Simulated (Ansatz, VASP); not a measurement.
This is a calculation of Ge for VASP 6.6.1.

Contents of INCAR:

```
PREC = Accurate
ENCUT = 520
EDIFF = 1E-7
ISMEAR = -1
SIGMA = 0.05
LREAL = F
LASPH = T
NELM = 100
ALGO = Normal
ISIF = 2
LWAVE = F
LCHARG = F
GGA = PE
NBANDS = 21
```

The input KPOINTS:

```
regular mesh
0
Gamma
  11 11 11
```

File POSCAR:

```
Ge
1.0
   -2.5219343658      2.5219343658      1.3688860134
    2.5219343658     -2.5219343658      1.3688860134
    2.5219343658      2.5219343658     -1.3688860134
Ge
2
Direct
    0.5000000000      0.5000000000      0.0000000000
    0.2500000000      0.7500000000      0.5000000000
```

Potentials or basis: VASP PAW PBE potentials, release 64 (Ge_d).

Command:

```console
$ cat potpaw_PBE.64/Ge_d/POTCAR > POTCAR
$ mpirun -np 1 vasp_std > vasp.out
```

Task: Translate it to Ansatz 0.2.0. Potentials there: Ansatz PAW.

Result: As run (the cutoff follows the program's own potentials):

Contents of input.yaml:

```yaml
crystal:
  lattice:
    - [-2.5219343658, 2.5219343658, 1.3688860134]
    - [2.5219343658, -2.5219343658, 1.3688860134]
    - [2.5219343658, 2.5219343658, -1.3688860134]
  atoms:
    - { symbol: Ge, position: [0.5, 0.5, 0.0] }
    - { symbol: Ge, position: [0.25, 0.75, 0.5] }
hamiltonian:
  xc: pbe
  pseudopotentials: { kind: paw }
kpoints:
  mp_grid: { grid: [11, 11, 11] }
scf:
  occupations: { method: fermi_dirac, width: 0.05 }
output:
  forces: true
  stress: true
  eigenvalues: true
```

Potentials or basis: Ansatz PAW.

The run is started by

```sh
$ ansatz run input.yaml --threads 1 --pin off --max-ram 3584MiB --backend cpu --events-out ev --progress --plain --runs-dir out
```

Both were run:

|  | VASP | Ansatz | Ansatz less VASP |
| --- | --- | --- | --- |
| gap on the k mesh at the Fermi level (eV) | none | none | - |
| pressure (GPa) | 9.0 | 9.0 | -0.04 |
| largest component of the traceless stress (GPa) | 0.10 | 0.10 | 0.000 |

A gap of «none» marks a metal or a gap that the smearing closes.
